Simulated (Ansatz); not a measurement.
**Mg: nudged elastic band, vacancy jump**

Theory: Ansatz, DFT PBE, scalar-relativistic, plane waves, PAW. The runs took a 420 eV cutoff, a Γ-centred 4×4×4 mesh and Gaussian smearing (0.1 eV). No spin polarisation.

3 inner image(s), climbing off, force tolerance 0.05 eV/Å, at most 60 iterations, fixed cell.

The run took 10 min on 4 threads of Arm Neoverse V1, on a shared host, peak memory 5 GiB.

Command:
```bash
ansatz run input.yaml --threads 4 --pin off --max-ram 9216MiB --backend cpu --events-out ev --progress --plain --runs-dir out
```

Input:
```yaml
crystal:
  lattice:
    - [4.5221932693, 2.2610966347, 6.783289904]
    - [4.5221932693, -2.2610966347, -6.783289904]
    - [-4.5221932693, 6.783289904, -2.2610966347]
  atoms:
    - { symbol: Mg, position: [0.6477875267, 0.9503194488, 0.1003100666] }
    - { symbol: Mg, position: [0.2496805512, 0.7499906178, 0.4974680779] }
    - { symbol: Mg, position: [0.1499906178, 0.4525225399, 0.1003100666] }
    - { symbol: Mg, position: [0.5985044208, 0.8000303925, 0.3985348133] }
    - { symbol: Mg, position: [0.4999564558, 0.5013919749, 0.0013484307] }
    - { symbol: Mg, position: [0.9522124733, 0.8496805512, 0.2996899334] }
    - { symbol: Mg, position: [0.2000303925, 0.6014955792, 0.8015259717] }
    - { symbol: Mg, position: [0.1000435442, 0.2986080251, 0.3986515693] }
    - { symbol: Mg, position: [0.55, 0.65, 0.7] }
    - { symbol: Mg, position: [0.0014955792, -3.03925e-05, 0.0014651867] }
    - { symbol: Mg, position: [0.4500093822, 0.3474774601, 0.2996899334] }
    - { symbol: Mg, position: [0.9013919749, 0.7000435442, 0.6014355191] }
    - { symbol: Mg, position: [0.8, 0.4, 0.2] }
    - { symbol: Mg, position: [0.05, 0.15, 0.7] }
    - { symbol: Mg, position: [0.3999696075, 0.1985044208, 0.5984740283] }
    - { symbol: Mg, position: [0.8525225399, 0.5522124733, 0.9025319221] }
    - { symbol: Mg, position: [0.7474774601, 0.2477875267, 0.4974680779] }
    - { symbol: Mg, position: [0.3503194488, 0.0500093822, 0.9025319221] }
    - { symbol: Mg, position: [0.6986080251, 0.0999564558, 0.7985644809] }
basis:
  ecutwfc: 420
kpoints:
  mp_grid: { grid: [4, 4, 4] }
hamiltonian:
  xc: pbe
scf:
  occupations: { method: gaussian, width: 0.1 }
output:
  forces: true
neb:
  images: 3
  f_tol: 0.05
  max_iterations: 60
  order_check: false
  final_atoms:
    - { symbol: Mg, position: [0.6500436509, 0.9486080754, 0.0986517263] }
    - { symbol: Mg, position: [0.2486080754, 0.7499563491, 0.4985644245] }
    - { symbol: Mg, position: [0.1485047934, 0.4500304357, 0.0985352291] }
    - { symbol: Mg, position: [0.6, 0.8, 0.4] }
    - { symbol: Mg, position: [0.5022121337, 0.4996804659, -0.0003099245] }
    - { symbol: Mg, position: [0.9499695643, 0.8485047934, 0.2984743578] }
    - { symbol: Mg, position: [0.1977878663, 0.6003195341, 0.8003099245] }
    - { symbol: Mg, position: [0.1, 0.3, 0.4] }
    - { symbol: Mg, position: [0.5514952066, 0.6499695643, 0.7014647709] }
    - { symbol: Mg, position: [9.6096e-06, -0.0025220581, -0.0003099245] }
    - { symbol: Mg, position: [0.4513919246, 0.3500436509, 0.3014355755] }
    - { symbol: Mg, position: [0.9003195341, 0.7000096096, 0.6025316678] }
    - { symbol: Mg, position: [0.7996804659, 0.3999903904, 0.1974683322] }
    - { symbol: Mg, position: [0.0499563491, 0.1513919246, 0.7013482737] }
    - { symbol: Mg, position: [0.4025220581, 0.2022121337, 0.6025316678] }
    - { symbol: Mg, position: [1.2974779419, 0.8977878663, 1.1974683322] }
    - { symbol: Mg, position: [0.7500304357, 0.2514952066, 0.5015256422] }
    - { symbol: Mg, position: [0.35, 0.05, 0.9] }
    - { symbol: Mg, position: [0.6999903904, 0.1025220581, 0.8003099245] }
  climbing: false
```

Output (its end):
```
...
    - { symbol: Mg, position: [0.512893172580255, 0.5013485108812128, 0.00031445172670945334] }
    - { symbol: Mg, position: [0.9390885222584255, 0.8598731094476499, 0.3134547028579835] }
    - { symbol: Mg, position: [0.21091145701193753, 0.5901268760618306, 0.7865452635084904] }
    - { symbol: Mg, position: [0.10107983474928353, 0.3012856138343966, 0.39850629383542246] }
    - { symbol: Mg, position: [0.5571624727895835, 0.6513327200258437, 0.70115460727227] }
    - { symbol: Mg, position: [-0.011253966778523559, 0.011359910913656613, 0.0006242589834379838] }
    - { symbol: Mg, position: [0.45318150617999065, 0.341742147368176, 0.3006672695281676] }
    - { symbol: Mg, position: [0.9042403443280491, 0.6982864714675915, 0.6120402076582269] }
    - { symbol: Mg, position: [0.8053392217207269, 0.40525994735137627, 0.19705656051433362] }
    - { symbol: Mg, position: [0.048920145854367936, 0.14871438473886167, 0.7014937086484212] }
    - { symbol: Mg, position: [0.3993733970485379, 0.19912024351908147, 0.5978586818793354] }
    - { symbol: Mg, position: [1.0750001525694084, 0.7250001163238821, 1.050000085676676] }
    - { symbol: Mg, position: [0.7506265690526991, 0.25087973655458273, 0.5021413104621786] }
    - { symbol: Mg, position: [0.3446607635550485, 0.044740038985411665, 0.9029434410441951] }
    - { symbol: Mg, position: [0.6968184751388433, 0.1082578397059708, 0.7993327300277302] }
```

The run converged.

Final band:

| image | s (Å) | ΔE (eV) |
| --- | --- | --- |
| 0 | 0.000 | 0.000 |
| 1 | 0.812 | 0.219 |
| 2 | 1.625 | 0.420 |
| 3 | 2.437 | 0.219 |
| 4 | 3.249 | 0.000 |

Highest image over the start 0.420 eV, over the end 0.420 eV. The order of the saddle wasn't checked, and a path that keeps a symmetry can read too high. Without a climbing image the barrier can read too low.

By iteration:

| iteration | largest band force component (eV/Å) | highest image (eV) |
| --- | --- | --- |
| 1 | 0.611 | 0.708 |
| 2 | 0.083 | 0.439 |
| 3 | 0.021 | 0.420 |

Images of the last band (Å, true forces in eV/Å):

```xyz
19
Lattice="4.522 2.261 6.783 4.522 -2.261 -6.783 -4.522 6.783 -2.261" Properties=species:S:1:pos:R:3:forces:R:3 pbc="T T T" image=0 dE_eV=0.0000
Mg    6.773   -0.004   -2.279   -0.007   -0.001   -0.011
Mg    2.271    2.243   -4.519    0.007   -0.011    0.001
Mg    2.271   -0.004   -2.279    0.007   -0.001   -0.011
Mg    4.522    2.248   -2.268    0.000   -0.006   -0.007
Mg    4.522    0.006   -0.013    0.000    0.000   -0.006
Mg    6.793    2.265    0.018    0.007    0.001    0.011
Mg    0.000    4.529   -4.536    0.000    0.007   -0.006
Mg    0.000    2.255   -2.248    0.000    0.000    0.006
Mg    2.261    4.522   -2.261    0.000    0.000    0.000
Mg    0.000    0.013    0.007    0.000    0.006    0.007
Mg    2.251    2.265    0.018   -0.007    0.001    0.011
Mg    4.522    4.535    0.006    0.000    0.006    0.000
Mg    4.522    2.261    2.261    0.000    0.000    0.000
Mg   -2.261    4.522   -2.261    0.000    0.000    0.000
Mg    0.000    4.515    0.013    0.000   -0.007    0.006
Mg    2.271    6.801   -0.004    0.007    0.011   -0.001
Mg    2.251    4.504    2.265   -0.007   -0.011    0.001
Mg   -2.271    6.801   -0.004   -0.007    0.011   -0.001
Mg    0.000    6.771    2.255    0.000   -0.006    0.000
19
Lattice="4.522 2.261 6.783 4.522 -2.261 -6.783 -4.522 6.783 -2.261" Properties=species:S:1:pos:R:3:forces:R:3 pbc="T T T" image=1 dE_eV=0.2191
Mg    6.732   -0.021   -2.325    0.009    0.022   -0.006
Mg    2.297    2.170   -4.530    0.020    0.002   -0.001
Mg    2.280    0.038   -2.151    0.041    0.013   -0.023
Mg    4.499    2.243   -2.287    0.016    0.024    0.002
Mg    4.576    0.028    0.066    0.022    0.011    0.003
Mg    6.751    2.303   -0.122    0.032    0.016    0.023
Mg    0.055    4.499   -4.393    0.012    0.022   -0.021
Mg    0.012    2.251   -2.258    0.017    0.013    0.004
Mg    2.292    4.545   -2.225    0.016    0.015    0.007
Mg    0.005   -0.021   -0.117    0.009    0.026    0.017
Mg    2.234    2.278    0.061    0.010    0.007    0.002
Mg    4.490    4.574    0.014    0.021   -0.008    0.003
Mg    4.547    2.246    2.267   -0.004    0.025    0.003
Mg   -2.277    4.528   -2.262    0.010    0.016   -0.002
Mg    0.015    4.527    0.000    0.018    0.015   -0.007
Mg    2.804    7.337    0.003   -0.284   -0.274    0.005
Mg    2.258    4.537    2.246    0.018    0.026   -0.002
Mg   -2.329    6.795   -0.006    0.003    0.010   -0.002
Mg    0.022    6.757    2.191    0.013    0.019   -0.005
19
Lattice="4.522 2.261 6.783 4.522 -2.261 -6.783 -4.522 6.783 -2.261" Properties=species:S:1:pos:R:3:forces:R:3 pbc="T T T" image=2 dE_eV=0.4200
Mg    6.720   -0.028   -2.339   -0.016    0.005   -0.015
Mg    2.304    2.166   -4.535    0.007   -0.014   -0.005
Mg    2.263    0.047   -2.106    0.021    0.008    0.010
Mg    4.489    2.240   -2.298   -0.004    0.006   -0.011
Mg    4.585    0.028    0.078    0.016   -0.005    0.015
Mg    6.718    2.305   -0.171   -0.003    0.002    0.000
Mg    0.066    4.478   -4.351    0.003   -0.002    0.000
Mg    0.017    2.250   -2.259    0.008   -0.006    0.006
Mg    2.294    4.543   -2.224    0.004   -0.006    0.011
Mg   -0.002   -0.047   -0.155   -0.021   -0.008   -0.010
Mg    2.235    2.291    0.076   -0.003    0.000    0.013
Mg    4.479    4.617    0.013   -0.007    0.014    0.005
Mg    4.583    2.241    2.268    0.007    0.003    0.005
Mg   -2.279    4.533   -2.263   -0.008    0.006   -0.006
Mg    0.003    4.508    0.007   -0.004   -0.013   -0.004
Mg    3.392    7.914    0.000    0.000    0.000    0.000
Mg    2.258    4.536    2.255    0.004    0.013    0.004
Mg   -2.322    6.803   -0.007   -0.007   -0.003   -0.005
Mg    0.026    6.753    2.185    0.003    0.000   -0.013
19
Lattice="4.522 2.261 6.783 4.522 -2.261 -6.783 -4.522 6.783 -2.261" Properties=species:S:1:pos:R:3:forces:R:3 pbc="T T T" image=3 dE_eV=0.2191
Mg    6.730   -0.028   -2.327   -0.022   -0.011   -0.003
Mg    2.293    2.210   -4.536   -0.021    0.008   -0.003
Mg    2.256    0.021   -2.144   -0.009   -0.026   -0.017
Mg    4.491    2.238   -2.297   -0.016   -0.015   -0.007
Mg    4.573    0.021    0.064   -0.009   -0.022    0.006
Mg    6.728    2.284   -0.129   -0.012   -0.022    0.021
Mg    0.033    4.480   -4.401   -0.032   -0.016   -0.023
Mg    0.016    2.255   -2.260   -0.010   -0.016    0.002
Mg    2.284    4.540   -2.235   -0.016   -0.024   -0.002
Mg   -0.019   -0.038   -0.110   -0.041   -0.013    0.023
Mg    2.239    2.287    0.070   -0.013   -0.019    0.005
Mg    4.486    4.613    0.008   -0.020   -0.002    0.001
Mg    4.591    2.249    2.267   -0.003   -0.010    0.002
Mg   -2.274    4.532   -2.264   -0.017   -0.013   -0.004
Mg    0.003    4.508    0.015   -0.018   -0.026    0.002
Mg    3.979    8.491   -0.003    0.284    0.274   -0.005
Mg    2.246    4.517    2.261   -0.018   -0.015    0.007
Mg   -2.286    6.798   -0.006    0.004   -0.025   -0.003
Mg    0.027    6.766    2.200   -0.010   -0.007   -0.002
19
Lattice="4.522 2.261 6.783 4.522 -2.261 -6.783 -4.522 6.783 -2.261" Properties=species:S:1:pos:R:3:forces:R:3 pbc="T T T" image=4 dE_eV=0.0000
Mg    6.783   -0.006   -2.248    0.000    0.000    0.006
Mg    2.261    2.248   -4.528    0.000   -0.006    0.000
Mg    2.261   -0.013   -2.268    0.000   -0.006   -0.007
Mg    4.522    2.261   -2.261    0.000    0.000    0.000
Mg    4.532    0.004    0.018    0.007    0.001    0.011
Mg    6.783    2.254    0.013    0.000   -0.007    0.006
Mg   -0.010    4.519   -4.540   -0.007   -0.001   -0.011
Mg    0.000    2.261   -2.261    0.000    0.000    0.000
Mg    2.261    4.536   -2.254    0.000    0.006    0.007
Mg   -0.010    0.004    0.018   -0.007    0.001    0.011
Mg    2.261    2.274    0.006    0.000    0.006    0.000
Mg    4.512    4.540   -0.004   -0.007    0.011   -0.001
Mg    4.532    2.243    2.265    0.007   -0.011    0.001
Mg   -2.261    4.528   -2.274    0.000    0.000   -0.006
Mg    0.010    4.540   -0.004    0.007    0.011   -0.001
Mg    4.512    9.027    0.004   -0.007   -0.011    0.001
Mg    2.261    4.529    2.248    0.000    0.007   -0.006
Mg   -2.261    6.783    0.000    0.000    0.000    0.000
Mg    0.010    6.780    2.243    0.007   -0.001   -0.011
```